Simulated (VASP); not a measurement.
The system is Re.

```xyz
1
Lattice="0.0000 1.9443 1.9443 1.9443 0.0000 1.9443 1.9443 1.9443 0.0000" Properties=species:S:1:pos:R:3 pbc="T T T"
Re    0.0000    0.0000    0.0000
```

This isn't the form of Re at room conditions, which is hcp.

| Item | Value |
| --- | --- |
| Program | VASP 6.6.1 |
| Task | relaxation of cell and atoms |
| Functional | PBE |
| Potentials or basis | VASP PAW PBE potentials, release 64 (Re) |
| Cutoff | 600 eV |
| k mesh | 18 × 18 × 18 |
| Occupations | gaussian, width 0.1 eV |
| Spin | no spin polarisation |

At the start: pressure 7.5 GPa; volume 14.70 Å³/atom.

Q: Where does the relaxation end?

A: Over 6 steps the energy falls by 6.5 meV/atom and the volume is 14.99 Å³/atom (+1.9 %); space group Fm-3m (No. 225, to 0.05 Å).

The path:
| step | energy change (eV) | largest force (eV/Å) | pressure (GPa) | volume (Å³) |
| --- | --- | --- | --- | --- |
| 1 | 0.0000 | 0.0000 | 7.49 | 14.70 |
| 2 | 0.0937 | 0.0000 | -24.32 | 16.21 |
| 3 | -0.0065 | 0.0000 | -0.27 | 15.00 |
| 4 | -0.0065 | 0.0000 | 0.03 | 14.99 |
| 5 | -0.0065 | 0.0000 | 0.03 | 14.99 |
| 6 | -0.0065 | 0.0000 | 0.02 | 14.99 |

Final structure:
```xyz
1
Lattice="0.0000 1.9568 1.9568 1.9568 0.0000 1.9568 1.9568 1.9568 0.0000" Properties=species:S:1:pos:R:3 pbc="T T T"
Re    0.0000    0.0000    0.0000
```
